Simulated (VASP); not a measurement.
# Co (P6_3/mmc) in VASP: notebook

The runs below take Co through single point, with LDA.

Everything below comes from runs of VASP 6.6.1. Logs are shortened: lines on timing, memory, paths and dates and some standing lists are left out, and cuts for length are marked.

**1. The undisturbed crystal**

It takes space group P6_3/mmc (No. 194, hexagonal). The conventional cell has a = 2.472 Å, b = 2.472 Å, c = 4.021 Å, α = 90.00°, β = 90.00°, γ = 120.00°. Co (site symmetry -6m2) is surrounded by 12 Co at 2.47 Å.

**2. Single point, LDA, collinear spin, ferromagnetic start (grid = ENCUT=340 dk=0.35 cell=2x2x1 ISMEAR=1 SIGMA=0.1 LREAL=Auto EDIFF=1e-06)**

INCAR reads:

```
PREC = Accurate
ENCUT = 340
EDIFF = 1E-6
ISMEAR = 1
SIGMA = 0.1
LREAL = Auto
LASPH = True
NELM = 120
ALGO = Fast
ISIF = 2
LWAVE = False
LCHARG = False
ISPIN = 2
MAGMOM = 2 2 2 2 2 2 2 2
LORBIT = 11
LMAXMIX = 4
NBANDS = 44
```

KPOINTS reads:

```
regular mesh
0
Gamma
  5 5 5
```

POSCAR reads:

```
Co
1.0
    4.9439998064      0.0000000000      0.0000000000
   -2.4719999032      4.2816294286      0.0000000000
    0.0000000000      0.0000000000      4.0211440800
Co
8
Direct
    0.3333333334      0.1666666666      0.7500000000
    0.3333333334      0.6666666666      0.7500000000
    0.8333333333      0.1666666666      0.7500000000
    0.8333333333      0.6666666666      0.7500000000
    0.1666666666      0.3333333334      0.2500000000
    0.1666666666      0.8333333333      0.2500000000
    0.6666666666      0.3333333334      0.2500000000
    0.6666666666      0.8333333333      0.2500000000
```

Potentials or basis: VASP PAW LDA potentials, release 64 (Co).

Started as:

```
$ cat potpaw_LDA.64/Co/POTCAR > POTCAR
$ mpirun -np 1 vasp_std > vasp.out
```

OUTCAR:

```text
PREC = Accurate
   ENCUT = 340
   EDIFF = 1E-6
   ISMEAR = 1
   LREAL = Auto
   LASPH = True
   NELM = 120
   ISIF = 2
   ISPIN = 2
   LORBIT = 11

 Found     15 irreducible k-points:

 Following reciprocal coordinates:
            Coordinates               Weight
  0.000000  0.000000  0.000000      1.000000
  0.200000  0.000000  0.000000      6.000000
  0.400000  0.000000  0.000000      6.000000
  0.200000  0.200000  0.000000      6.000000
  0.400000  0.200000  0.000000      6.000000
  0.000000  0.000000  0.200000      2.000000
   k-points           NKPTS =     15   k-points in BZ     NKDIM =     15   number of bands    NBANDS=     44
   number of dos      NEDOS =    301   number of ions     NIONS =      8
   total plane-waves  NPLWV =  21600
   dimension x,y,z NGX =    30 NGY =   30 NGZ =   24
   dimension x,y,z NGXF=    60 NGYF=   60 NGZF=   48
   ions per type =               8
   NGX,Y,Z   is equivalent  to a cutoff of  10.09, 10.09,  9.92 a.u.
   NGXF,Y,Z  is equivalent  to a cutoff of  20.18, 20.18, 19.84 a.u.
 SYSTEM =  unknown system
   PREC   = accura    normal or accurate (medium, high low for compatibility)
   ISTART =      0    job   : 0-new  1-cont  2-samecut
   ICHARG =      2    charge: 1-file 2-atom 10-const
   ISPIN  =      2    spin polarized calculation?
   LNONCOLLINEAR =      F non collinear calculations
   LSORBIT =      F    spin-orbit coupling
   LASPH  =      T    aspherical Exc in radial PAW
   ENCUT  =  340.0 eV  24.99 Ry    5.00 a.u.   7.43  7.43  6.05*2*pi/ulx,y,z
   NELM   =    120;   NELMIN=  2; NELMDL= -5     # of ELM steps
   EDIFF  = 0.1E-05   stopping-criterion for ELM
   LREAL  =      T    real-space projection
   EDIFFG = 0.1E-04   stopping-criterion for IOM
   NSW    =      0    number of steps for IOM
   IBRION =     -1    ionic relax: 0-MD 1-quasi-New 2-CG
   NFREE  =      0    steps in history (QN), initial steepest desc. (CG)
   ISIF   =      2    stress and relaxation
   ISYM   =      2    0-nonsym 1-usesym 2-fastsym
   POTIM  = 0.5000    time-step for ionic-motion
   TEBEG  =    0.0;   TEEND  =   0.0 temperature during run
   PSTRESS=    0.0 pullay stress
   NELECT =      72.0000    total number of electrons
   NUPDOWN=      -1.0000    fix difference up-down
   EMIN   =  10.00;   EMAX   =-10.00  energy-range for DOS
   EFERMI =   0.00;   METHOD = LEGACY
   ISMEAR =     1;   SIGMA  =   0.10  broadening in eV -4-tet -1-fermi 0-gaus
   EFERMI_NEDOS =   21; number of points for ismear=-14 and -15
   IALGO  =     68    algorithm
   IMIX   =      4    mixing-type and parameters
     AMIX     =   0.40;   BMIX     =  1.00
     AMIX_MAG =   1.60;   BMIX_MAG =  1.00
  volume/ion in A,a.u.               =      10.64        71.80
  Fermi-wavevector in a.u.,A,eV,Ry     =   1.548246  2.925761 32.614055  2.397065
  Thomas-Fermi vector in A             =   2.653224
   LORBIT       =     11    0 simple, 1 ext, 2 COOP (PROOUT), +10 PAW based schemes
   GGA     = CA    functional components
   LHFCALC =     F    Hartree Fock is set to
   AEXX    =    0.0000 exact exchange contribution
   IVDW    =     0    specifies the selected vdW correction
   LEPSILON=     F    determine dielectric tensor
   LRPA    =     F    only Hartree local field effects (RPA)
 spin polarized calculation
 RMM-DIIS sequential band-by-band and
 Methfessel and Paxton  Order N= 1 SIGMA  =   0.10
  energy-cutoff  :      340.00
  volume of cell :       85.12
 maximum number of plane-waves:      1231
 NGX is ok and might be reduce to    30
   NGX = 15   NGY = 15   NGZ = 13

 number of electron      71.9999984 magnetization      12.3645278

 Free energy of the ion-electron system (eV)
  ---------------------------------------------------
  ext. energy  EPLUGINS =         0.00000000
  ---------------------------------------------------
  free energy    TOTEN  =       -64.73096257 eV

  energy without entropy =      -64.72163824  energy(sigma->0) =      -64.72785446

 E-fermi :  10.1704     XC(G=0): -13.8546

 val. band max:       10.1666720462   @ k =   0.4000   0.2000   0.4000
 cond. band min:      10.1728120617   @ k =   0.2000   0.0000   0.2000
 fundamental gap:      0.0061400155
 Fermi energy:        10.1703671477

 spin component 1

 k-point     1 :       0.0000    0.0000    0.0000
  band No.  band energies     occupation
      1       1.1641      1.00000
      2       5.0367      1.00000
      3       5.4556      1.00000
      4       5.4556      1.00000
      5       5.4556      1.00000
      6       5.4611      1.00000
[... 36 lines left out ...]
     43      11.6728     -0.00000
     44      11.6728     -0.00000

 k-point     2 :       0.2000    0.0000    0.0000
  band No.  band energies     occupation
      1       1.5198      1.00000
      2       5.0749      1.00000
      3       5.2533      1.00000
      4       5.5092      1.00000
      5       5.5092      1.00000
      6       5.6483      1.00000
[... 36 lines left out ...]
     43      11.4812     -0.00000
     44      11.5551     -0.00000

 k-point     3 :       0.4000    0.0000    0.0000
  band No.  band energies     occupation
      1       2.5275      1.00000
      2       3.9387      1.00000
      3       5.7266      1.00000
      4       5.7528      1.00000
      5       5.7528      1.00000
      6       5.8711      1.00000
[... 36 lines left out ...]
     43      11.4568     -0.00000
     44      11.4568     -0.00000

 k-point     4 :       0.2000    0.2000    0.0000
  band No.  band energies     occupation
      1       2.2043      1.00000
      2       4.8121      1.00000
      3       4.8121      1.00000
      4       5.6172      1.00000
      5       5.8877      1.00000
      6       5.9041      1.00000
[... 36 lines left out ...]
     43      10.0430      1.03512
     44      13.0129      0.00000

 k-point     5 :       0.4000    0.2000    0.0000
  band No.  band energies     occupation
      1       3.4436      1.00000
      2       3.4436      1.00000
      3       4.7310      1.00000
      4       5.9425      1.00000
      5       6.0147      1.00000
      6       6.0147      1.00000
[... 36 lines left out ...]
     43      10.0820      1.00850
     44      13.5399      0.00000

 k-point     6 :       0.0000    0.0000    0.2000
  band No.  band energies     occupation
      1       1.5668      1.00000
      2       4.9160      1.00000
      3       5.1345      1.00000
      4       5.1345      1.00000
      5       5.1345      1.00000
      6       5.5199      1.00000
[... 36 lines left out ...]
     43      11.3547     -0.00000
     44      11.3547     -0.00000

 [... further k-points ...]

 spin component 2

 k-point     1 :       0.0000    0.0000    0.0000
  band No.  band energies     occupation
      1       1.3465      1.00000
      2       5.9286      1.00000
      3       6.2992      1.00000
      4       6.2992      1.00000
      5       6.2992      1.00000
      6       6.5389      1.00000
[... 36 lines left out ...]
     43      12.8121      0.00000
     44      12.8121      0.00000

 k-point     2 :       0.2000    0.0000    0.0000
  band No.  band energies     occupation
      1       1.7038      1.00000
      2       5.6563      1.00000
      3       6.1690      1.00000
      4       6.2946      1.00000
      5       6.2946      1.00000
      6       6.7628      1.00000
[... 36 lines left out ...]
     43      12.4694      0.00000
     44      12.6808      0.00000

 k-point     3 :       0.4000    0.0000    0.0000
  band No.  band energies     occupation
      1       2.7244      1.00000
      2       4.2129      1.00000
      3       6.3715      1.00000
      4       6.3715      1.00000
      5       6.7218      1.00000
      6       6.9846      1.00000
[... 36 lines left out ...]
     43      12.7247      0.00000
     44      12.7247      0.00000

 k-point     4 :       0.2000    0.2000    0.0000
  band No.  band energies     occupation
      1       2.3947      1.00000
      2       5.2055      1.00000
      3       5.2055      1.00000
      4       6.5814      1.00000
      5       6.8717      1.00000
      6       7.0199      1.00000
[... 36 lines left out ...]
     43      11.5122     -0.00000
     44      13.8659      0.00000

 k-point     5 :       0.4000    0.2000    0.0000
  band No.  band energies     occupation
      1       3.6679      1.00000
      2       3.6679      1.00000
      3       5.0460      1.00000
      4       7.0794      1.00000
      5       7.0794      1.00000
      6       7.0949      1.00000
[... 36 lines left out ...]
     43      11.5512     -0.00000
     44      14.5011      0.00000

 k-point     6 :       0.0000    0.0000    0.2000
  band No.  band energies     occupation
      1       1.7514      1.00000
      2       5.6444      1.00000
      3       6.0540      1.00000
      4       6.0540      1.00000
      5       6.0540      1.00000
      6       6.5640      1.00000
[... 36 lines left out ...]
     43      12.3609      0.00000
     44      12.3609      0.00000

 [... further k-points ...]

------------------------ aborting loop because EDIFF is reached ----------------------------------------

  FORCE on cell =-STRESS in cart. coord.  units (eV):
  Direction    XX          YY          ZZ          XY          YZ          ZX
  --------------------------------------------------------------------------------------
  -------------------------------------------------------------------------------------
  Total       -7.5359159     -7.5359159     -9.2357463      0.0000000      0.0000000      0.0000000
  in kB     -141.8435102   -141.8435102   -173.8382823      0.0000000      0.0000000      0.0000000
  external PRESSURE =    -152.5084342 kB  Pullay stress =       0.0000000 kB

 VOLUME and BASIS-vectors are now :
 -----------------------------------------------------------------------------
  energy-cutoff  :      340.00
  volume of cell :       85.12
      direct lattice vectors                 reciprocal lattice vectors
     4.943999806  0.000000000  0.000000000     0.202265380  0.116777972  0.000000000
    -2.471999903  4.281629429  0.000000000     0.000000000  0.233555943  0.000000000
     0.000000000  0.000000000  4.021144080     0.000000000  0.000000000  0.248685444

 POSITION                                       TOTAL-FORCE (eV/Angst)
 -----------------------------------------------------------------------------------
      1.23600      0.71360      3.01586        -0.000000     -0.000000      0.000000
      0.00000      2.85442      3.01586        -0.000000      0.000000      0.000000
      3.70800      0.71360      3.01586        -0.000000     -0.000000     -0.000000
      2.47200      2.85442      3.01586        -0.000000      0.000000      0.000000
     -0.00000      1.42721      1.00529         0.000000      0.000000     -0.000000
     -1.23600      3.56802      1.00529         0.000000      0.000000     -0.000000
      2.47200      1.42721      1.00529         0.000000     -0.000000     -0.000000
      1.23600      3.56802      1.00529         0.000000      0.000000     -0.000000
 -----------------------------------------------------------------------------------
    total drift:                               -0.000000     -0.000000      0.000000

  FREE ENERGIE OF THE ION-ELECTRON SYSTEM (eV)
  ---------------------------------------------------
  free  energy   TOTEN  =       -64.7309625693 eV

  energy  without entropy=      -64.7216382396  energy(sigma->0) =      -64.72785446

 total charge

# of ion       s       p       d       tot
------------------------------------------
    1        0.497   0.534   7.281   8.311
    2        0.497   0.534   7.281   8.311
    3        0.497   0.534   7.281   8.311
    4        0.497   0.534   7.281   8.311
    5        0.497   0.534   7.281   8.311
    6        0.497   0.534   7.281   8.311
    7        0.497   0.534   7.281   8.311
    8        0.497   0.534   7.281   8.311
--------------------------------------------------
tot          3.972   4.269  58.244  66.486

 magnetization (x)

# of ion       s       p       d       tot
------------------------------------------
    1       -0.013  -0.037   1.596   1.546
    2       -0.013  -0.037   1.596   1.546
    3       -0.013  -0.037   1.596   1.546
    4       -0.013  -0.037   1.596   1.546
    5       -0.013  -0.037   1.596   1.546
    6       -0.013  -0.037   1.596   1.546
    7       -0.013  -0.037   1.596   1.546
    8       -0.013  -0.037   1.596   1.546
--------------------------------------------------
tot         -0.100  -0.299  12.768  12.368
```

Run time: 3.3 min. Hardware: 1 thread of Intel Xeon Platinum 8488C (Sapphire Rapids), shared host; peak memory 0.18 GiB.

The run converged, but some of its settings lie outside the range that counts as converged, so its numbers aren't taken as properties of the crystal.

What came out:

| Property | Result |
| --- | --- |
| Free energy | -64.7310 eV |
| Pressure | -15.3 GPa |
| Band gap on the k mesh | none (metal or under the smearing width) |
| Net moment | 12.36 μB per cell |
| Site moments | Co +1.55 μB |
| Valence electrons inside the program's atomic spheres | Co 8.31 |

**3. Single point, LDA, collinear spin, ferromagnetic start (grid = ENCUT=460 dk=0.35 cell=2x2x1 ISMEAR=1 SIGMA=0.1 LREAL=Auto EDIFF=1e-06)**

Edit INCAR of step 2 so:

```diff
@@ -1,3 +1,3 @@
 PREC = Accurate
-ENCUT = 340
+ENCUT = 460
 EDIFF = 1E-6
```

KPOINTS is that of step 2.

POSCAR is that of step 2.

Potentials or basis: VASP PAW LDA potentials, release 64 (Co).

Started as:

```
$ cat potpaw_LDA.64/Co/POTCAR > POTCAR
$ mpirun -np 1 vasp_std > vasp.out
```

Run time: 3.8 min. Hardware: 1 thread of Intel Xeon Platinum 8488C (Sapphire Rapids), shared host; peak memory 0.21 GiB.

The run converged, but some of its settings lie outside the range that counts as converged, so its numbers aren't taken as properties of the crystal.

Results:

- Free energy: -64.6598 eV
- Pressure: -15.1 GPa
- Band gap on the k mesh: none (metal or under the smearing width)
- Net moment: 12.35 μB per cell
- Site moments: Co +1.54 μB
- Valence electrons inside the program's atomic spheres: Co 8.32

**4. Single point, LDA, collinear spin, ferromagnetic start (grid = ENCUT=520 dk=0.35 cell=2x2x1 ISMEAR=1 SIGMA=0.1 LREAL=Auto EDIFF=1e-06)**

Edit INCAR of step 3 so:

```diff
@@ -1,3 +1,3 @@
 PREC = Accurate
-ENCUT = 460
+ENCUT = 520
 EDIFF = 1E-6
```

KPOINTS is that of step 3.

POSCAR is that of step 3.

Started as:

```
$ cat potpaw_LDA.64/Co/POTCAR > POTCAR
$ mpirun -np 1 vasp_std > vasp.out
```

Run time: 4.8 min. Hardware: 1 thread of Intel Xeon Platinum 8488C (Sapphire Rapids), shared host; peak memory 0.24 GiB.

These settings aren't checked as converged: the numbers below hold their error.

What came out:

```yaml
Free_energy: -64.6584 eV
Pressure: -14.9 GPa
Band_gap_on_the_k_mesh: none (metal or under the smearing width)
Net_moment: 12.35 μB per cell
Site_moments: Co +1.54 μB
Valence_electrons_inside_the_program's_atomic_spheres: Co 8.32
```

(Continued in part 2 of 2.)
